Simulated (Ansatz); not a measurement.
Si in its lowest state found on the top face of a (100) slab of Ti (Im-3m (No. 229)), 5 planes, outer planes Ti (top) and Ti (bottom); 1 a cell of 10.57 Å², its atoms last:

```yaml
crystal:
  lattice:
    - [3.25179, 0.00000, 0.00000]
    - [0.00000, 3.25179, 0.00000]
    - [0.00000, 0.00000, 25.50358]
  atoms:
    - { symbol: Ti, position: [0.50000, 0.50000, 0.33329] }
    - { symbol: Ti, position: [0.00000, 0.00000, 0.39704] }
    - { symbol: Ti, position: [0.50000, 0.50000, 0.46060] }
    - { symbol: Ti, position: [0.00000, 0.00000, 0.52699] }
    - { symbol: Ti, position: [0.50000, 0.50000, 0.59823] }
    - { symbol: Si, position: [0.00000, 0.00000, 0.63075] }
```

Level of theory: DFT r2SCAN, scalar-relativistic, plane waves, PAW (Ansatz 0.2.0). Plane waves to 500 eV, a k mesh through Γ of 9×9×1 on the computed 6-atom cell and Gaussian smearing (0.10 eV); no spin polarisation. A dipole correction removes the field between periodic images along c.

The clean top face has a work function of 3.24 eV. Adsorption changes the slab's dipole along +c by Δp = -0.0773 e·Å a cell (-0.37 D an adsorbate).

(1) What change of work function does the Helmholtz equation give?

(2) How does that compare with the calculation?

(3) What does the sign say about the electrons?

## Answers

(1) A sheet of dipoles makes a step in an electron's potential energy of −e·Δp/(ε0·A), and e/ε0 = 180.95 eV·Å for Δp in e·Å: −180.95 × (-0.0773)/10.57 = +1.32 eV. This is the change of φ(top) − φ(bottom). If the bottom face is unmoved, φ(top) becomes 4.56 eV.

(2) φ(top) changes by +1.33 eV and φ(bottom) by 0.00 eV, so their difference changes by +1.33 eV. The bottom face hardly moves.

(3) The change of dipole points into the surface (negative end outward), so the work function rises. Electrons gather on the vacuum side. Δp also holds the adsorbate's own dipole and the moves of the surface atoms, so it isn't a charge transfer alone.

The reference crystal is the bcc form of Ti, which isn't its usual structure.